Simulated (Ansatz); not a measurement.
Runs of Ansatz 0.2.0 on CdSe (Cadmoselite). It takes space group P6_3mc (No. 186, hexagonal). Conventional cell: a = 4.300 Å, b = 4.300 Å, c = 7.020 Å, α = 90.00°, β = 90.00°, γ = 120.00°. Around Cd (site symmetry 3m) lie 4 Se at 2.61 to 2.70 Å. Around Se (site symmetry 3m) lie 4 Cd at 2.61 to 2.70 Å. 

```tsv
task	level	spin	cell	k mesh	cutoff (eV)	points for each segment of the path	gap on the mesh (eV)	pressure (GPa)	relaxed volume (Å³/atom)	largest force (eV/Å)
relaxation of cell and atoms	PBEsol+D4	off	relaxed	7 × 7 × 4	420	-	0.58	0.0	27.58	-
relaxation of cell and atoms	revPBE	off	relaxed	7 × 7 × 4	420	-	0.60	0.0	(b)	-
band structure	revPBE	off	as given	7 × 7 × 4	420	14	0.83	4.5	-	0.29
relaxation of cell and atoms	LDA	off	relaxed	7 × 7 × 4	420	-	-	0.0	27.11	-
relaxation of cell and atoms	RPBE+D4	off	relaxed	7 × 7 × 4	420	-	0.81	0.0	28.60	-
relaxation of cell and atoms	revPBE+D4	off	relaxed	7 × 7 × 4	420	-	0.77	0.0	(a)	-
relaxation of cell and atoms	revPBE+D3(BJ)	off	relaxed	7 × 7 × 4	420	-	0.78	0.0	28.25	-
relaxation of cell and atoms	PBEsol+D3(BJ)	off	relaxed	7 × 7 × 4	420	-	0.60	0.0	27.25	-
band structure	BLYP	off	as given	7 × 7 × 4	420	14	0.63	5.9	-	0.30
band structure	r2SCAN	SOC, no magnetisation	as given	5 × 5 × 3	500	14	1.08	1.6	-	0.28
relaxation of cell and atoms	RPBE+D3(BJ)	off	relaxed	7 × 7 × 4	420	-	1.02	0.0	26.23	-
band structure	LDA	off	as given	7 × 7 × 4	420	14	0.43	-1.8	-	0.25
```

Alike in all rows: potentials or basis Ansatz PAW; smearing fermi-dirac 0.05 eV.

Fill in the values left out.

(a) 28.51; (b) 30.70.

Caveats: the PAW data sets come from PBE, with cores solved anew for the run's functional, which leaves a small shift of forces and pressure; the plane-wave basis is chosen anew once the cell has moved, so the energies of steps on either side of that aren't comparable (some runs); odd divisions of the mesh miss points on the zone boundary, where band edges often lie, so the gap on the mesh can be too wide (some runs).

A k mesh can miss the band edges, and rows without SOC leave out spin-orbit coupling on Cd, Se.

Runs at the PBE level aren't shown here.
